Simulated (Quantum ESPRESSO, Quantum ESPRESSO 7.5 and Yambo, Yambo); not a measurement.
**Quasiparticle gap of AlN (P6_3mc) in Yambo**

How does a plane-wave GW calculation on AlN (P6_3mc) run from the first input to the gap?

Method: PBE and many-body steps on it, plane waves, in Quantum ESPRESSO 7.5 and Yambo 5.3.0.

The database entry behind the starting cell differs from later determinations by our own check (inner coordinate u about 0.002 short), so it need not match the best structure at ambient conditions.

## (1) Set-up

Symmetry: P6_3mc, No. 186, hexagonal system. Conventional cell: a = 3.113 Å, b = 3.113 Å, c = 4.981 Å, α = 90.00°, β = 90.00°, γ = 120.00°. Nearest to Al lie 4 N at 1.89 Å. Nearest to N lie 4 Al at 1.89 Å. Farther neighbours and most contacts between anions are not listed.

The cell and positions come from the Crystallography Open Database and are kept as given unless a step says otherwise.

## (2) Ground state

This step: Quantum ESPRESSO 7.5; DFT, PBE, plane waves, norm-conserving pseudopotentials.

The ground-state density comes first.

Contents of pw.in:

```
&control
  calculation = 'scf'
  prefix = 'x'
  outdir = 'o'
  pseudo_dir = 'pseudo'
/
&system
  ibrav = 0
  nat = 4
  ntyp = 2
  ecutwfc = 72.0
  nbnd = 14
  force_symmorphic = .true.
/
&electrons
  conv_thr = 1e-10
  electron_maxstep = 80
  mixing_beta = 0.5
/
ATOMIC_SPECIES
  Al 26.982 Al.upf
  N 14.007 N.upf
CELL_PARAMETERS angstrom
  3.1130000000 -0.0000000000 0.0000000000
  -1.5565000000 2.6959370820 0.0000000000
  0.0000000000 0.0000000000 4.9810000000
ATOMIC_POSITIONS crystal
  Al 0.3333333333 0.6666666667 0.0000000000
  Al 0.6666666667 0.3333333333 0.5000000000
  N 0.3333333333 0.6666666667 0.3800000000
  N 0.6666666667 0.3333333333 0.8800000000
K_POINTS automatic
  6 6 4 0 0 0
```

Command:

```sh
OMP_NUM_THREADS=1 mpirun -n 4 pw.x -nk 4 -in pw.in > pw.out
```

What it wrote:

```text
Program PWSCF v.7.5 starts

     This program is part of the open-source Quantum ESPRESSO suite
     for quantum simulation of materials; please cite
         "P. Giannozzi et al., J. Phys.:Condens. Matter 21 395502 (2009);
         "P. Giannozzi et al., J. Phys.:Condens. Matter 29 465901 (2017);
         "P. Giannozzi et al., J. Chem. Phys. 152 154105 (2020);
     in publications or presentations arising from this work. More details at
     Message from routine setup:
     using ibrav=0 with symmetry is DISCOURAGED, use correct ibrav instead

     G-vector sticks info

     bravais-lattice index     =            0
     lattice parameter (alat)  =       5.8827  a.u.
     unit-cell volume          =     282.0993 (a.u.)^3
     number of atoms/cell      =            4
     number of atomic types    =            2
     number of electrons       =        16.00
     number of Kohn-Sham states=           14
     kinetic-energy cutoff     =      72.0000  Ry
     charge density cutoff     =     288.0000  Ry
     scf convergence threshold =      1.0E-10
     mixing beta               =       0.5000
     number of iterations used =            8  plain     mixing
     Exchange-correlation= PBE
                           (   1   4   3   4   0   0   0)

     celldm(1)=   5.882717  celldm(2)=   0.000000  celldm(3)=   0.000000
     celldm(4)=   0.000000  celldm(5)=   0.000000  celldm(6)=   0.000000

     crystal axes: (cart. coord. in units of alat)
               a(1) = (   1.000000  -0.000000   0.000000 )
               a(2) = (  -0.500000   0.866025   0.000000 )
               a(3) = (   0.000000   0.000000   1.600064 )

     reciprocal axes: (cart. coord. in units 2 pi/alat)
               b(1) = (  1.000000  0.577350 -0.000000 )
               b(2) = (  0.000000  1.154701 -0.000000 )
               b(3) = ( -0.000000 -0.000000  0.624975 )
     Pseudo is Norm-conserving + core correction, Zval =  3.0
     Generated using ONCVPSP code by D. R. Hamann
     Using radial grid of 1876 points,  6 beta functions with:
     Pseudo is Norm-conserving + core correction, Zval =  5.0
     Generated using ONCVPSP code by D. R. Hamann
     Using radial grid of 1058 points,  4 beta functions with:
     Al                3.00    26.98200     Al( 1.00)
     N                 5.00    14.00700     N ( 1.00)

      6 Sym. Ops. (no inversion) found

   Cartesian axes

     site n.     atom                  positions (alat units)
         1        Al     tau(   1) = (  -0.0000000   0.5773503   0.0000000  )
         2        Al     tau(   2) = (   0.5000000   0.2886751   0.8000321  )
         3        N      tau(   3) = (  -0.0000000   0.5773503   0.6080244  )
         4        N      tau(   4) = (   0.5000000   0.2886751   1.4080565  )

     number of k points=    24
                       cart. coord. in units 2pi/alat
        k(    1) = (   0.0000000   0.0000000   0.0000000), wk =   0.0138889
        k(    2) = (   0.0000000   0.0000000   0.1562437), wk =   0.0277778
        k(    3) = (   0.0000000   0.0000000  -0.3124875), wk =   0.0138889
        k(    4) = (   0.0000000   0.1924501   0.0000000), wk =   0.0833333
        k(    5) = (   0.0000000   0.1924501   0.1562437), wk =   0.0833333
        k(    6) = (   0.0000000   0.1924501  -0.3124875), wk =   0.0833333
        k(    7) = (   0.0000000   0.3849002   0.0000000), wk =   0.0833333
        k(    8) = (   0.0000000   0.3849002   0.1562437), wk =   0.0833333
        k(    9) = (   0.0000000   0.3849002  -0.3124875), wk =   0.0833333
        k(   10) = (   0.0000000  -0.5773503   0.0000000), wk =   0.0416667
     [... 12 further rows ...]
        k(   23) = (   0.0000000  -0.3849002   0.1562437), wk =   0.0833333
        k(   24) = (  -0.1666667  -0.4811252   0.1562437), wk =   0.1666667

     Dense  grid:    23187 G-vectors     FFT dimensions: (  32,  32,  54)

     Initial potential from superposition of free atoms

     starting charge      15.9951, renormalised to      16.0000
     Starting wfcs are   16 randomized atomic wfcs

     per-process dynamical memory:    22.3 Mb

     Self-consistent Calculation

     iteration #  1     ecut=    72.00 Ry     beta= 0.50

     total energy              =     -50.81998425 Ry
     estimated scf accuracy    <       1.20204797 Ry

     iteration #  2     ecut=    72.00 Ry     beta= 0.50

     total energy              =     -51.15497471 Ry
     estimated scf accuracy    <       0.13976293 Ry

     iteration #  3     ecut=    72.00 Ry     beta= 0.50

     total energy              =     -51.17366281 Ry
     estimated scf accuracy    <       0.01056669 Ry

     iteration #  4     ecut=    72.00 Ry     beta= 0.50

     total energy              =     -51.17593161 Ry
     estimated scf accuracy    <       0.00721993 Ry

     iteration #  5     ecut=    72.00 Ry     beta= 0.50

     total energy              =     -51.17618773 Ry
     estimated scf accuracy    <       0.00068179 Ry

     iteration #  6     ecut=    72.00 Ry     beta= 0.50

     total energy              =     -51.17644071 Ry
     estimated scf accuracy    <       0.00006151 Ry

     iteration #  7     ecut=    72.00 Ry     beta= 0.50

     total energy              =     -51.17643369 Ry
     estimated scf accuracy    <       0.00003145 Ry

     iteration #  8     ecut=    72.00 Ry     beta= 0.50

     total energy              =     -51.17643414 Ry
     estimated scf accuracy    <       0.00000549 Ry

     iteration #  9     ecut=    72.00 Ry     beta= 0.50

     total energy              =     -51.17643454 Ry
     estimated scf accuracy    <       0.00000063 Ry

     iteration # 10     ecut=    72.00 Ry     beta= 0.50

     total energy              =     -51.17643473 Ry
     estimated scf accuracy    <          1.6E-10 Ry

     iteration # 11     ecut=    72.00 Ry     beta= 0.50

     total energy              =     -51.17643473 Ry
     estimated scf accuracy    <          3.6E-09 Ry

     iteration # 12     ecut=    72.00 Ry     beta= 0.50

     total energy              =     -51.17643474 Ry
     estimated scf accuracy    <          5.7E-10 Ry

     iteration # 13     ecut=    72.00 Ry     beta= 0.50

     total energy              =     -51.17643473 Ry
     estimated scf accuracy    <          7.0E-10 Ry

     iteration # 14     ecut=    72.00 Ry     beta= 0.50

     End of self-consistent calculation

          k = 0.0000 0.0000 0.0000 (  2863 PWs)   bands (ev):

    -8.0385  -5.8877   1.1322   6.2756   6.2756   6.9268   6.9268   7.1067
    11.3272  13.7824  17.6990  18.2976  18.2976  20.2844

          k = 0.0000 0.0000 0.1562 (  2893 PWs)   bands (ev):

    -7.8016  -6.3221   1.9309   5.9103   6.3662   6.3662   6.8267   6.8267
    12.2778  13.8969  17.3750  18.2652  18.2653  18.8620

          k = 0.0000 0.0000-0.3125 (  2858 PWs)   bands (ev):

    -7.1500  -7.1500   3.7936   3.7936   6.5919   6.5919   6.5919   6.5919
    13.5732  13.5732  17.4519  17.4521  18.6140  18.6140

          k = 0.0000 0.1925 0.0000 (  2896 PWs)   bands (ev):

     [... further k-points ...]

     highest occupied, lowest unoccupied level (ev):     7.1067   11.3272

!    total energy              =     -51.17643473 Ry
     estimated scf accuracy    <          1.9E-11 Ry

     The total energy is the sum of the following terms:
     one-electron contribution =      -2.07179065 Ry
     hartree contribution      =      11.37825137 Ry
     xc contribution           =     -16.99644717 Ry
     ewald contribution        =     -43.48644828 Ry

     convergence has been achieved in  14 iterations

     XML data file, charge density, pseudopotentials, collected wavefunctions

=------------------------------------------------------------------------------=
   JOB DONE.
=------------------------------------------------------------------------------=
```

The job ended after 4.6 s (4 MPI ranks of Arm Neoverse V2, shared host; peak memory 0.24 GiB; 18 s of CPU time).

This step gave:

```
total energy               : -696.2909 eV
gap                        : 4.220 eV
k of the valence top       : 0, 0, 0
k of the conduction bottom : 0, 0, 0
least direct gap           : 4.220 eV
```

The gap is direct, at Γ.

## (3) Bands along the symmetry lines

Levels along a band path, at the cheap level, show where the edges lie and whether the meshes to come will hold them.

Contents of pw.in:

```
&control
  calculation = 'bands'
  prefix = 'x'
  outdir = 'o'
  pseudo_dir = 'pseudo'
/
&system
  ibrav = 0
  nat = 4
  ntyp = 2
  ecutwfc = 72.0
  nbnd = 14
  force_symmorphic = .true.
/
&electrons
  conv_thr = 1e-9
  electron_maxstep = 80
  diago_full_acc = .true.
  diago_thr_init = 5e-6
/
ATOMIC_SPECIES
  Al 26.982 Al.upf
  N 14.007 N.upf
CELL_PARAMETERS angstrom
  3.1130000000 -0.0000000000 0.0000000000
  -1.5565000000 2.6959370820 0.0000000000
  0.0000000000 0.0000000000 4.9810000000
ATOMIC_POSITIONS crystal
  Al 0.3333333333 0.6666666667 0.0000000000
  Al 0.6666666667 0.3333333333 0.5000000000
  N 0.3333333333 0.6666666667 0.3800000000
  N 0.6666666667 0.3333333333 0.8800000000
K_POINTS crystal
  75
  0.00000000 0.00000000 0.00000000 1
  0.06250000 0.00000000 0.00000000 1
  0.12500000 0.00000000 0.00000000 1
  0.18750000 0.00000000 0.00000000 1
  0.25000000 0.00000000 0.00000000 1
  0.31250000 0.00000000 0.00000000 1
  0.37500000 0.00000000 0.00000000 1
  0.43750000 0.00000000 0.00000000 1
  0.50000000 0.00000000 0.00000000 1
  0.47916667 0.04166667 0.00000000 1
  0.45833333 0.08333333 0.00000000 1
  0.43750000 0.12500000 0.00000000 1
  0.41666666 0.16666666 0.00000000 1
  0.39583333 0.20833333 0.00000000 1
  0.37500000 0.25000000 0.00000000 1
  0.35416666 0.29166666 0.00000000 1
  0.33333333 0.33333333 0.00000000 1
  0.29166666 0.29166666 0.00000000 1
  0.25000000 0.25000000 0.00000000 1
  0.20833333 0.20833333 0.00000000 1
  0.16666666 0.16666666 0.00000000 1
  0.12500000 0.12500000 0.00000000 1
  0.08333333 0.08333333 0.00000000 1
  0.04166667 0.04166667 0.00000000 1
  0.00000000 0.00000000 0.00000000 1
  0.00000000 0.00000000 0.06250000 1
  0.00000000 0.00000000 0.12500000 1
  0.00000000 0.00000000 0.18750000 1
  0.00000000 0.00000000 0.25000000 1
  0.00000000 0.00000000 0.31250000 1
  0.00000000 0.00000000 0.37500000 1
  0.00000000 0.00000000 0.43750000 1
  0.00000000 0.00000000 0.50000000 1
  0.06250000 0.00000000 0.50000000 1
  0.12500000 0.00000000 0.50000000 1
  0.18750000 0.00000000 0.50000000 1
  0.25000000 0.00000000 0.50000000 1
  0.31250000 0.00000000 0.50000000 1
  0.37500000 0.00000000 0.50000000 1
  0.43750000 0.00000000 0.50000000 1
  0.50000000 0.00000000 0.50000000 1
  0.47916667 0.04166667 0.50000000 1
  0.45833333 0.08333333 0.50000000 1
  0.43750000 0.12500000 0.50000000 1
  0.41666666 0.16666666 0.50000000 1
  0.39583333 0.20833333 0.50000000 1
  0.37500000 0.25000000 0.50000000 1
  0.35416666 0.29166666 0.50000000 1
  0.33333333 0.33333333 0.50000000 1
  0.29166666 0.29166666 0.50000000 1
  0.25000000 0.25000000 0.50000000 1
  0.20833333 0.20833333 0.50000000 1
  0.16666666 0.16666666 0.50000000 1
  0.12500000 0.12500000 0.50000000 1
  0.08333333 0.08333333 0.50000000 1
  0.04166667 0.04166667 0.50000000 1
  0.00000000 0.00000000 0.50000000 1
  0.50000000 0.00000000 0.50000000 1
  0.50000000 0.00000000 0.43750000 1
  0.50000000 0.00000000 0.37500000 1
  0.50000000 0.00000000 0.31250000 1
  0.50000000 0.00000000 0.25000000 1
  0.50000000 0.00000000 0.18750000 1
  0.50000000 0.00000000 0.12500000 1
  0.50000000 0.00000000 0.06250000 1
  0.50000000 0.00000000 0.00000000 1
  0.33333333 0.33333333 0.50000000 1
  0.33333333 0.33333333 0.43750000 1
  0.33333333 0.33333333 0.37500000 1
  0.33333333 0.33333333 0.31250000 1
  0.33333333 0.33333333 0.25000000 1
  0.33333333 0.33333333 0.18750000 1
  0.33333333 0.33333333 0.12500000 1
  0.33333333 0.33333333 0.06250000 1
  0.33333333 0.33333333 0.00000000 1
```

What it wrote:

```text
[banner, memory and clock lines left out]
Program PWSCF v.7.5 starts

     Atomic positions and unit cell read from directory:
     o/x.save/

     Message from routine setup:
     using ibrav=0 with symmetry is DISCOURAGED, use correct ibrav instead

     G-vector sticks info

     bravais-lattice index     =            0
     lattice parameter (alat)  =       5.8827  a.u.
     unit-cell volume          =     282.0993 (a.u.)^3
     number of atoms/cell      =            4
     number of atomic types    =            2
     number of electrons       =        16.00
     number of Kohn-Sham states=           14
     kinetic-energy cutoff     =      72.0000  Ry
     charge density cutoff     =     288.0000  Ry
     Exchange-correlation= PBE
                           (   1   4   3   4   0   0   0)

     celldm(1)=   5.882717  celldm(2)=   0.000000  celldm(3)=   0.000000
     celldm(4)=   0.000000  celldm(5)=   0.000000  celldm(6)=   0.000000

     crystal axes: (cart. coord. in units of alat)
               a(1) = (   1.000000  -0.000000   0.000000 )
               a(2) = (  -0.500000   0.866025   0.000000 )
               a(3) = (   0.000000   0.000000   1.600064 )

     reciprocal axes: (cart. coord. in units 2 pi/alat)
               b(1) = (  1.000000  0.577350 -0.000000 )
               b(2) = (  0.000000  1.154701 -0.000000 )
               b(3) = ( -0.000000 -0.000000  0.624975 )
     Pseudo is Norm-conserving + core correction, Zval =  3.0
     Generated using ONCVPSP code by D. R. Hamann
     Using radial grid of 1876 points,  6 beta functions with:
     Pseudo is Norm-conserving + core correction, Zval =  5.0
     Generated using ONCVPSP code by D. R. Hamann
     Using radial grid of 1058 points,  4 beta functions with:
     Al                3.00    26.98200     Al( 1.00)
     N                 5.00    14.00700     N ( 1.00)

      6 Sym. Ops. (no inversion) found

   Cartesian axes

     site n.     atom                  positions (alat units)
         1        Al     tau(   1) = (  -0.0000000   0.5773503   0.0000000  )
         2        Al     tau(   2) = (   0.5000000   0.2886751   0.8000321  )
         3        N      tau(   3) = (  -0.0000000   0.5773503   0.6080244  )
         4        N      tau(   4) = (   0.5000000   0.2886751   1.4080565  )

     number of k points=    75
                       cart. coord. in units 2pi/alat
        k(    1) = (   0.0000000   0.0000000   0.0000000), wk =   0.0266667
        k(    2) = (   0.0625000   0.0360844   0.0000000), wk =   0.0266667
        k(    3) = (   0.1250000   0.0721688   0.0000000), wk =   0.0266667
[...]
[... 63 further rows ...]
        k(   74) = (   0.3333333   0.5773503   0.0390609), wk =   0.0266667
        k(   75) = (   0.3333333   0.5773503   0.0000000), wk =   0.0266667

     Dense  grid:    23187 G-vectors     FFT dimensions: (  32,  32,  54)

     The potential is recalculated from file :
     o/x.save/charge-density

     Starting wfcs are   16 randomized atomic wfcs

     Band Structure Calculation

     End of band structure calculation

          k = 0.0000 0.0000 0.0000 (  2863 PWs)   bands (ev):

    -8.0385  -5.8877   1.1322   6.2756   6.2756   6.9268   6.9268   7.1067
    11.3272  13.7824  17.6990  18.2976  18.2976  20.2845

          k = 0.0625 0.0361 0.0000 (  2881 PWs)   bands (ev):

    -7.9887  -5.8594   1.1915   6.0380   6.2074   6.6812   6.9207   7.0869
    11.5752  13.9974  17.4940  17.9237  18.4422  20.0986

          k = 0.1250 0.0722 0.0000 (  2880 PWs)   bands (ev):

    -7.8414  -5.7784   1.3678   5.4066   6.0322   6.1037   6.8891   7.0164
    12.1590  14.5141  16.8879  17.2194  18.8553  19.7092

[...]
k = 0.3333 0.5774 0.0391 (  2931 PWs)   bands (ev):

    -5.5416  -5.5416   2.3343   3.2784   3.2784   4.6549   4.8286   4.8286
    12.2407  15.4762  16.7139  16.7139  18.6879  18.6879

          k = 0.3333 0.5774 0.0000 (  2928 PWs)   bands (ev):

    -5.5433  -5.5433   2.3182   3.3537   3.3537   4.6905   4.7354   4.7354
    12.1816  15.4832  16.8039  16.8039  18.6615  18.6615

     XML data file, pseudopotentials, collected wavefunctions
```

It took 3.7 s on 4 MPI ranks; peak memory 0.2 GiB; 15 s of CPU time.

This step gave:

```
gap                        : 4.221 eV
k of the valence top       : 0, 0, 0
k of the conduction bottom : 0, 0, 0
least direct gap           : 4.221 eV
```

The gap is 4.221 eV, as in the run before at this level.

Electronic bands along the path, in eV, zero at the top of the highest filled band; v1 is the highest filled band, c1 the lowest empty one:

```
    point     v4     v3     v2     v1    c1    c2     c3     c4
        Γ  -0.83  -0.18  -0.18   0.00  4.22  6.68  10.59  11.19
  halfway  -2.43  -1.54  -0.44  -0.38  6.21  7.63   8.10  10.04
        M  -3.33  -2.06  -1.77  -0.66  5.83  5.84   8.21  10.30
  halfway  -3.08  -2.97  -1.86  -1.49  5.54  7.17   8.88  10.08
        K  -3.75  -2.42  -2.37  -2.37  5.07  8.38   9.70   9.70
  halfway  -3.35  -1.67  -0.86  -0.59  6.85  7.48   8.57   9.14
        Γ  -0.83  -0.18  -0.18   0.00  4.22  6.68  10.59  11.19
  halfway  -0.74  -0.74  -0.28  -0.28  5.17  6.79  10.27  11.16
        A  -0.51  -0.51  -0.51  -0.51  6.47  6.47  10.35  10.35
  halfway  -1.58  -1.58  -1.01  -1.01  6.55  6.55   9.52   9.52
        L  -1.44  -1.44  -1.35  -1.35  5.34  5.34   9.32   9.32
  halfway  -2.72  -2.72  -0.92  -0.92  6.19  6.19   9.25   9.25
        H  -3.83  -3.83  -0.78  -0.78  7.44  7.44   7.88   7.88
  halfway  -1.80  -1.80  -1.20  -1.20  6.74  6.74   9.49   9.49
        A  -0.51  -0.51  -0.51  -0.51  6.47  6.47  10.35  10.35
jump to L  -1.44  -1.44  -1.35  -1.35  5.34  5.34   9.32   9.32
  halfway  -2.55  -1.89  -1.19  -0.91  5.09  5.93   9.37   9.47
        M  -3.33  -2.06  -1.77  -0.66  5.83  5.84   8.21  10.30
jump to H  -3.83  -3.83  -0.78  -0.78  7.44  7.44   7.88   7.88
  halfway  -4.41  -2.91  -1.46  -1.46  5.91  8.23   8.70   8.70
        K  -3.75  -2.42  -2.37  -2.37  5.07  8.38   9.70   9.70
```

(Part 1 of 3 ends here.)

[Paths, hosts, dates, memory and timing lines, banners, echoed tables and standing remarks are left out of the program output.]

[Logs are printed without paths, hosts, clocks, repeated set-up lines and the standing remarks that a program may print on its own settings, such as how far it seeks lower states.]

[Runs of the session that timed out or met a known fault of the program may be left out.]

[Hosts, paths, dates, database ids (printed as entryN), source tags and the programs' standing remarks are cut or masked in the printed files.]
